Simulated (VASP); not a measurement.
# BN, self-consistent run: which settings are enough?

BN, P1 (no. 1), 32 atoms in the cell. PBE; PAW potentials N, B (PBE set). VASP 6.6.1.

Wanted: energy within 0.5 meV/atom; forces within 0.003 eV/Å.

What the run is for: forces in a large cell; Accuracy asked: tight; Cell repeated: 2 × 2 × 2.

POSCAR:
```
BN
1.0
    5.1078792034      0.0000000000      0.0000000000
   -2.5539396018      4.4235531496      0.0000000000
    0.0000000000      0.0000000000      8.4537100000
N B
16 16
Direct
    0.1632200000      0.3341810000      0.0610210000
    0.1653100000      0.3294930000      0.5650080000
    0.1671350000      0.8347870000      0.0603510000
    0.1661340000      0.8328390000      0.5592500000
    0.6747160000      0.3520310000      0.0652010000
    0.6697090000      0.3455220000      0.5627520000
    0.6646550000      0.8285940000      0.0614010000
    0.6562830000      0.8290900000      0.5618420000
    0.3325450000      0.1549670000      0.3159410000
    0.3308970000      0.1670570000      0.8128420000
    0.3273020000      0.6690300000      0.3103930000
    0.3343790000      0.6694630000      0.8073220000
    0.8432410000      0.1817760000      0.3145200000
    0.8234640000      0.1627180000      0.8172390000
    0.8322600000      0.6749840000      0.3087050000
[... 4 lines left out ...]
    0.1821530000      0.8460170000      0.7529190000
    0.6718760000      0.3421060000      0.2459390000
    0.6678700000      0.3326790000      0.7463930000
    0.6669310000      0.8318870000      0.2534090000
    0.6718850000      0.8301510000      0.7435180000
    0.3311650000      0.1689660000      0.4946590000
    0.3292560000      0.1750250000      0.9953500000
    0.3339600000      0.6680480000      0.4999270000
    0.3335170000      0.6629320000      0.9965180000
    0.8207960000      0.1630710000      0.4947710000
    0.8368660000      0.1663700000      0.9970120000
    0.8253490000      0.6663580000      0.5031860000
    0.8226480000      0.6584930000      0.9985590000
```

The series start from Plane-wave cutoff (eV): 460; Projection operators (LREAL): Auto, ROPT -0.00025; Precision mode (PREC): Normal; Electronic threshold (eV): 1e-5; Parallel layout: defaults; Program: vasp_std; Electronic algorithm: ALGO=Normal; Bands a block (NSIM): NSIM=4; Data layout and linear algebra: defaults. Each series keeps the choices made before it, and each single choice may use up half of a tolerance.

## Plane-wave cutoff (eV)

| Plane-wave cutoff (eV) | Energy less reference (meV/atom) | Forces, largest deviation (eV/Å) | SCF iterations | Time (s) |
|---|---|---|---|---|
| 360 | 20.92 | 0.0403 | 14 | 4.3 |
| 400 | 12.15 | 0.0507 | 14 | 4.6 |
| 460 | 1.72 | 0.0140 | 14 | 4.2 |
| 520 | 2.54 | 0.0075 | 14 | 4.2 |
| 640 (reference) | 0.00 | 0.0000 | 14 | 4.8 |

Chosen: 640; the next looser run is off by more than half of the tolerance, so convergence isn't shown beyond this value.

## Projection operators (LREAL)

| Projection operators (LREAL) | Energy less reference (meV/atom) | Forces, largest deviation (eV/Å) | SCF iterations | Time (s) |
|---|---|---|---|---|
| Auto, ROPT -0.005 | -0.62 | 0.1722 | 14 | 4.4 |
| Auto, ROPT -0.002 | 0.31 | 0.0430 | 14 | 5.4 |
| Auto, ROPT -0.001 | 0.15 | 0.0174 | 14 | 5.4 |
| Auto, ROPT -0.0005 | -0.31 | 0.0046 | 14 | 5.8 |
| Auto, ROPT -0.00025 | -0.27 | 0.0038 | 14 | 4.8 |
| Auto, ROPT -0.0001 | -0.17 | 0.0009 | 14 | 7.2 |
| False (reference) | 0.00 | 0.0000 | 14 | 7.5 |

Chosen: Auto, ROPT -0.0001, the loosest value from which every tighter one stays within half of the tolerance.

## Precision mode (PREC)

| Precision mode (PREC) | Energy less reference (meV/atom) | Forces, largest deviation (eV/Å) | SCF iterations | Time (s) |
|---|---|---|---|---|
| SingleN | -0.27 | 0.0051 | 14 | 6.4 |
| Normal | 0.00 | 0.0010 | 14 | 7.2 |
| Accurate (reference) | 0.00 | 0.0000 | 14 | 11 |

Chosen: Normal.

## Electronic threshold (eV)

| Electronic threshold (eV) | Energy less reference (meV/atom) | Forces, largest deviation (eV/Å) | SCF iterations | Time (s) |
|---|---|---|---|---|
| 0.001 | 0.00 | 0.0055 | 11 | 4.8 |
| 0.0001 | 0.00 | 0.0011 | 12 | 5.1 |
| 1e-5 | 0.00 | 0.0001 | 14 | 7.2 |
| 1e-6 | 0.00 | 0.0001 | 15 | 6.0 |
| 1e-7 (reference) | 0.00 | 0.0000 | 16 | 6.2 |

Chosen: 0.0001.

## Parallel layout

| Parallel layout | Energy less reference (meV/atom) | Forces, largest deviation (eV/Å) | SCF iterations | Time (s) |
|---|---|---|---|---|
| defaults | 0.00 | 0.0000 | 12 | 5.1 |
| NCORE=2 | 0.00 | 0.0005 | 12 | 5.7 |
| NCORE=4 | 0.00 | 0.0005 | 12 | 5.6 |
| NCORE=8 | 0.00 | 0.0006 | 12 | 5.3 |
| NPAR=2 | 0.00 | 0.0005 | 12 | 5.6 |

Chosen: defaults; no other choice that stays within half of the tolerance saves 30 % of the time.

## Program

| Program | Energy less reference (meV/atom) | Forces, largest deviation (eV/Å) | SCF iterations | Time (s) |
|---|---|---|---|---|
| vasp_std | 0.00 | 0.0000 | 12 | 5.1 |
| vasp_gam | 0.00 | 0.0004 | 12 | 5.4 |

Chosen: vasp_std.

## Electronic algorithm

| Electronic algorithm | Energy less reference (meV/atom) | Forces, largest deviation (eV/Å) | SCF iterations | Time (s) |
|---|---|---|---|---|
| ALGO=Normal | 0.00 | 0.0000 | 12 | 5.1 |
| ALGO=Fast | 0.00 | 0.0011 | 14 | 5.2 |
| ALGO=VeryFast | 0.00 | 0.0023 | 19 | 5.0 |
| ALGO=All ISEARCH=1 | 0.00 | 0.0029 | 14 | 6.3 |

Chosen: ALGO=Normal.

## Bands a block (NSIM)

| Bands a block (NSIM) | Energy less reference (meV/atom) | Forces, largest deviation (eV/Å) | SCF iterations | Time (s) |
|---|---|---|---|---|
| NSIM=4 | 0.00 | 0.0000 | 12 | 5.1 |
| NSIM=1 | 0.00 | 0.0000 | 12 | 4.9 |
| NSIM=2 | 0.00 | 0.0000 | 12 | 5.9 |
| NSIM=8 | 0.00 | 0.0004 | 12 | 5.2 |
| NSIM=16 | 0.00 | 0.0006 | 12 | 5.4 |

Chosen: NSIM=4.

## Data layout and linear algebra

| Data layout and linear algebra | Energy less reference (meV/atom) | Forces, largest deviation (eV/Å) | SCF iterations | Time (s) |
|---|---|---|---|---|
| defaults | 0.00 | 0.0000 | 12 | 5.1 |
| LPLANE=False | 0.00 | 0.0000 | 12 | 5.3 |
| LSCALAPACK=False | 0.00 | 0.0000 | 12 | 4.7 |
| LSCALU=True | 0.00 | 0.0000 | 12 | 4.7 |

Chosen: defaults.

## All choices together

| Input | Energy less reference (meV/atom) | Forces, largest deviation (eV/Å) | Time (s) |
|---|---|---|---|
| the program's defaults (naive) | 12.79 | 0.0503 | 2.8 |
| chosen settings | -0.17 | 0.0012 | 5.1 |
| reference settings throughout | 0.00 | 0.0000 | 8.5 |

The chosen settings stay within the tolerance of the reference run, but the reference itself isn't shown to be converged in: Plane-wave cutoff (eV).

## The input

INCAR:
```
ALGO = Normal
EDIFF = 1E-4
EFERMI = MIDGAP
ENCUT = 640
GGA = PE
GGA_COMPAT = F
ISIF = 2
ISMEAR = 0
ISYM = 0
LASPH = T
LCHARG = F
LREAL = Auto
LWAVE = F
NELM = 120
NSIM = 4
PREC = Normal
ROPT = -0.0001 -0.0001
SIGMA = 0.03
```

KPOINTS:
```
k-points
0
Gamma
  1 1 1
```

Commands:
```
cat potpaw_PBE.64/N/POTCAR potpaw_PBE.64/B/POTCAR > POTCAR
mpirun -np 8 vasp_std > vasp.out
```

Limits: Only the k mesh 1 × 1 × 1 was run, so its error is untested.

The chosen input took VASP 6.6.1 5.1 s on 8 cores (Intel Xeon Platinum 8488C (Sapphire Rapids)), a shared host.

## An input that fails: Gamma-only program on a mesh of k points

VASP's message: You are using the Gamma-point-only version with more than one k-point or some other non-Gamma k-point.

k mesh: 1 × 1 × 1 becomes 2 × 2 × 2.

Changes against the starting input:
```
- NELM = 120
+ NELM = 63
- vasp_std
+ vasp_gam
(KPOINTS)
-k-points
+Automatic mesh
-  1 1 1
+  2 2 2
+  0 0 0
```
